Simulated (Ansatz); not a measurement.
Relaxed lattice of Al₂Cu against the functional

Method: plane-wave DFT with PAW (Ansatz; 420 eV, 500 eV for r²SCAN). Each run relaxes cell and atoms to zero pressure from this start:

```
Al Cu
1.0
     4.10518    0.00000    0.00000
     0.00000    4.10518    0.00000
     0.00000    0.00000    2.89131
Al Cu
2 1
Direct
  0.50000 0.00000 0.50000
  0.00000 0.50000 0.50000
  0.00000 0.00000 0.00000
```

```
Γ-centred k-mesh : 10×10×14
occupation rule  : Gaussian smearing, 0.1 eV
spin treatment   : unpolarised
```

Lengths are those of the conventional cell, space group P4/mmm.

Task: Order by relaxed volume, smallest first.
A. PBEsol
B. PBE
C. LDA
D. r2SCAN

Result: C (15.37 Å³/atom), A (15.83 Å³/atom), D (15.88 Å³/atom), B (16.33 Å³/atom).

```json
{"functional": "LDA", "a (Å)": "4.043", "c (Å)": "2.822", "volume (Å³/atom)": "15.37", "gap on mesh (eV)": "metal"}
{"functional": "PBEsol", "a (Å)": "4.084", "c (Å)": "2.846", "volume (Å³/atom)": "15.83", "gap on mesh (eV)": "metal"}
{"functional": "PBE", "a (Å)": "4.121", "c (Å)": "2.885", "volume (Å³/atom)": "16.33", "gap on mesh (eV)": "metal"}
{"functional": "r2SCAN", "a (Å)": "4.088", "c (Å)": "2.851", "volume (Å³/atom)": "15.88", "gap on mesh (eV)": "metal"}
```

Cost: 4 runs of about 6 core-minutes in all, on Intel Xeon Processor @ 2.50GHz (Skylake/Cascade Lake) (shared hosts).